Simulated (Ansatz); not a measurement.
Input for Ansatz (plane-wave DFT, PAW):

```yaml
crystal:
  lattice:
    - [5.1879833335, 0.0, 0.0]
    - [-2.5939916668, 4.4929253613, 0.0]
    - [0.0, 0.0, 24.8103236785]
  atoms:
    - { symbol: Ta, position: [0.0, 0.0, 0.3425993192] }
    - { symbol: "N", position: [0.0, 0.3934071347, 0.3425993192] }
    - { symbol: "N", position: [0.3934071347, 0.0, 0.3425993192] }
    - { symbol: "N", position: [0.6065928653, 0.6065928653, 0.3425993192] }
    - { symbol: Ta, position: [0.3333333333, 0.6666666667, 0.4011467585] }
    - { symbol: Ta, position: [0.6666666667, 0.3333333333, 0.4011467585] }
    - { symbol: Ta, position: [0.0, 0.0, 0.4587059998] }
    - { symbol: "N", position: [0.0, 0.3915303551, 0.4614027907] }
    - { symbol: "N", position: [0.3915303551, 0.0, 0.4614027907] }
    - { symbol: "N", position: [0.6084696449, 0.6084696449, 0.4614027907] }
    - { symbol: Ta, position: [0.3333333333, 0.6666666667, 0.5246629931] }
    - { symbol: Ta, position: [0.6666666667, 0.3333333333, 0.5246629931] }
    - { symbol: Ta, position: [0.0, 0.0, 0.5732186388] }
    - { symbol: "N", position: [0.0, 0.3725993298, 0.5729515721] }
    - { symbol: "N", position: [0.3725993298, 0.0, 0.5729515721] }
    - { symbol: "N", position: [0.6274006702, 0.6274006702, 0.5729515721] }
    - { symbol: H, position: [0.0, 0.0, 0.6546363594] }
basis:
  ecutwfc: 420
kpoints:
  mp_grid: { grid: [6, 6, 1] }
hamiltonian:
  xc: pbe
  dispersion: d3bj
scf:
  occupations: { method: gaussian, width: 0.1 }
output:
  forces: true
  eigenvalues: true
  write_density: true
  write_potential: true
  elf: true
  volumetric_format: npy
relax:
  adjacent_minimum: "off"
  f_tol: 0.03
  max_steps: 70
  constraints: [{ sites: [0, 1, 2, 3, 4, 5] }]
efield:
  axis: 3
  dipole_correction: true
  ramp_width: 0.04
```

Run as
```bash
ansatz run input.yaml --threads 2 --pin off --max-ram 5120MiB --backend cpu --events-out ev --progress --plain --runs-dir out
```

These are results of DFT PBE+D3(BJ), scalar-relativistic, plane waves, PAW in Ansatz 0.2.0, not measurements.

Part of what the program printed, abridged (final results; tables in files aren't shown):

```
WARN: The output density's exchange-correlation potential varies sharply where the density is thin. Do not read a vacuum level from v_tot or v_xc, or from such a field of the output density. On a cell that repeats whose density bears no net charge and no dipole along the vacuum's axis use v_es (v_loc + v_h of the components); under efield.dipole_correction with no amplitude use v_es + v_field, which holds any external_charges[].barrier, or the levels of the report's work_function block, which leave it out; under a non-zero efield.amplitude the vacuum is tilted and has no level; on a cell that repeats and bears such a dipole with no correction it is tilted too, and efield.dipole_correction wi ...
SCF converged after 7 iterations
Free energy (F): -73012.240575 eV
Harris-Foulkes:  -73012.240575 eV  (|F-HF|=2.91e-8)
Internal energy: -73012.185772 eV  (E = F + TS)
E sigma→0 (E₀):  -73012.213173 eV
Entropy (-TS):   -0.054803 eV (-3.224 meV/atom)
Fermi energy:    1.453380 eV
Dipole field:    D = -0.018115 V/Å  (p = -0.057895 e·Å, saw-weighted, corrected)
Work function:   Φ+ = 5.7649 eV   Φ− = 5.3154 eV
Levels:          The Fermi level and band energies are counted from a zero that moves with the ramp; work functions are not
--- Per-component energies (eV) ---
  E_band       = -2696.788016
  E_kinetic    = 3737.286444
  E_local      = -151577.417928  (includes V_loc(G=0)·N_el)
  E_nonlocal   = 517.417650
  E_hartree    = 73856.517525
  E_xc         = -2074.673651
  E_vxc        = -2121.215114  (∫ρ·V_xc dr)
  E_paw        = -59921.958058  (= ΣΔE_a)
  E_vpaw       = -963.694895  (= ΣTr[D̂ρ^β])
  E_aug_tail   = 0.000765  (compensation charges beyond the density's cutoff)
  E_efield     = 0.000524  (sawtooth field / dipole correction)
  E_vefield    = -2.227892  (∫n·V_field dr)
  E_ewald      = 62455.063377
  E_disp       = -4.422420  (pairwise vdW)
  E_smearing   = -0.054803  (= −TS)
--- Forces (eV/Å), atoms counted from 1 ---
  atom   1  Ta     0.00000000     0.00000000     0.82719769
  atom   2  N      0.90335815    -1.56466221     2.56831371
  atom   3  N     -1.80671630     0.00000000     2.56831371
  atom   4  N      0.90335815     1.56466221     2.56831371
  atom   5  Ta     0.00000000     0.00000000    -4.26643766
  atom   6  Ta     0.00000000     0.00000000    -4.26643766
  atom   7  Ta     0.00000000     0.00000000    -0.00076734
  atom   8  N     -0.00123766     0.00214370    -0.00062308
  atom   9  N      0.00247533     0.00000000    -0.00062308
  atom  10  N     -0.00123766    -0.00214370    -0.00062308
  atom  11  Ta     0.00000000     0.00000000     0.01502668
  atom  12  Ta     0.00000000     0.00000000     0.01502668
  atom  13  Ta     0.00000000     0.00000000     0.00940111
  atom  14  N     -0.00057857     0.00100212    -0.00920908
  atom  15  N      0.00115715     0.00000000    -0.00920908
  atom  16  N     -0.00057857    -0.00100212    -0.00920908
  atom  17  H      0.00000000     0.00000000    -0.00860306
--- Band table (eV; the first three rows and the last of 7) ---
  k-point 0: bands = ["-67.0156", "-66.9691", "-66.6675", "-66.6671", "-66.6222", "-66.5560", "-66.2105", "-33.8837", "-33.8837", "-33.6759", "-33.5174", "-33.5174", "-33.5072", "-33.4388", "-33.4388", "-33.3685", "-33.3685", "-33.2755", "-33.2755", "-33.2047", "-33.1638", "-33.1158", "-33.0192", "-33.0192", "-33.0182", "-32.7140", "-32.7140", "-32.6579", "-15.2183", "-13.4314", "-13.4314", "-13.3457", "-12.4304", "-12.4304", "-12.3523", "-11.1025", "-11.1025", "-5.4990", "-5.4268", "-4.7496", "-4.7496", "-4.5202", "-4.5202", "-3.7348", "-3.5277", "-3.5277", "-2.8631", "-2.8631", "-2.7361", "-2.5534", "-2.5534", "-2.2508", "-1.9384", "-1.7252", "-1.7252", "-1.4173", "-1.3373", "-1.3373", "-1 ...
  k-point 1: bands = ["-67.0129", "-66.9719", "-66.6671", "-66.6647", "-66.6249", "-66.5562", "-66.2106", "-33.8988", "-33.8697", "-33.6761", "-33.5187", "-33.5106", "-33.4993", "-33.4629", "-33.4389", "-33.3767", "-33.3661", "-33.2627", "-33.2547", "-33.2023", "-33.1560", "-33.1184", "-33.0345", "-33.0261", "-33.0159", "-32.7185", "-32.7157", "-32.6580", "-15.0661", "-13.4977", "-13.4592", "-13.2520", "-12.4812", "-12.4607", "-12.2625", "-11.1757", "-11.1243", "-5.5171", "-5.4316", "-5.0588", "-4.6523", "-4.4936", "-4.4537", "-3.7753", "-3.6202", "-3.5194", "-3.2620", "-3.0626", "-2.7764", "-2.5491", "-2.4557", "-2.1618", "-2.0103", "-1.8521", "-1.7157", "-1.5213", "-1.4481", "-1.2502", "-1 ...
  k-point 2: bands = ["-67.0058", "-66.9790", "-66.6671", "-66.6576", "-66.6317", "-66.5566", "-66.2106", "-33.9258", "-33.8254", "-33.6707", "-33.5474", "-33.5371", "-33.5086", "-33.4488", "-33.4128", "-33.3883", "-33.3745", "-33.2467", "-33.2238", "-33.1962", "-33.1406", "-33.1142", "-33.0731", "-33.0463", "-33.0100", "-32.7196", "-32.7177", "-32.6586", "-14.6659", "-13.7328", "-13.4957", "-13.0635", "-12.6038", "-12.5010", "-12.0294", "-11.3843", "-11.1698", "-5.7040", "-5.3596", "-5.2640", "-4.6412", "-4.5470", "-4.3175", "-4.0919", "-3.8795", "-3.4796", "-3.3326", "-3.1200", "-2.8790", "-2.7837", "-2.6312", "-2.3545", "-1.9666", "-1.9363", "-1.7419", "-1.5248", "-1.3730", "-1.2535", "-1 ...
  k-point 6: bands = ["-66.9923", "-66.9923", "-66.6672", "-66.6444", "-66.6444", "-66.5569", "-66.2106", "-33.9391", "-33.6993", "-33.6993", "-33.6219", "-33.6219", "-33.5029", "-33.4030", "-33.3792", "-33.3792", "-33.3344", "-33.3344", "-33.1827", "-33.1745", "-33.1745", "-33.1181", "-33.0732", "-33.0732", "-32.9906", "-32.7142", "-32.7142", "-32.6596", "-14.0092", "-14.0092", "-13.8067", "-12.8463", "-12.6427", "-12.6427", "-11.5534", "-11.5534", "-11.4928", "-5.3709", "-5.3709", "-5.3635", "-4.8663", "-4.8663", "-4.6857", "-3.9520", "-3.9520", "-3.6036", "-3.1681", "-2.9414", "-2.9414", "-2.7215", "-2.6350", "-2.6350", "-2.0837", "-1.9124", "-1.9124", "-1.6025", "-1.6025", "-1.3966", "-0 ...
--- Relaxed structure (8 steps of the walk, 7 accepted, 0 SCFs on fresh bases) ---
  F+E_penalty+E_count = -73012.24057468 eV   max|allowed force component| = 1.503e-2 eV/Å
  atoms:
    - { symbol: Ta, position: [0.0, 0.0, 0.3425993192] }
    - { symbol: N, position: [0.0, 0.39340713, 0.3425993192] }
    - { symbol: N, position: [0.39340713, 0.0, 0.3425993192] }
    - { symbol: N, position: [0.6065928653, 0.60659286, 0.3425993192] }
    - { symbol: Ta, position: [0.33333333, 0.66666666, 0.4011467585] }
    - { symbol: Ta, position: [0.66666666, 0.33333333, 0.4011467585] }
    - { symbol: Ta, position: [0.0, 0.0, 0.45607073] }
    - { symbol: N, position: [0.0, 0.38891308, 0.46203758] }
    - { symbol: N, position: [0.38891308, 0.0, 0.46203758] }
    - { symbol: N, position: [0.61108691, 0.61108691, 0.46203758] }
    - { symbol: Ta, position: [0.33333333, 0.66666666, 0.52181582] }
    - { symbol: Ta, position: [0.66666666, 0.33333333, 0.52181582] }
    - { symbol: Ta, position: [0.0, 0.0, 0.59105478] }
    - { symbol: N, position: [0.0, 0.35715653, 0.57037115] }
    - { symbol: N, position: [0.35715653, 0.0, 0.57037115] }
    - { symbol: N, position: [0.64284346, 0.64284346, 0.57037115] }
    - { symbol: H, position: [0.0, 0.0, 0.66277819] }
```

The relaxation met its thresholds.

The run took 2.3 min on 2 threads of AMD EPYC 7R32 (Zen 2) (shared host), peak memory 1.1 GiB.

Spin-orbit coupling is left out, which matters for the bands of heavy elements. Spin polarisation was left out, and a magnetic state may lie lower.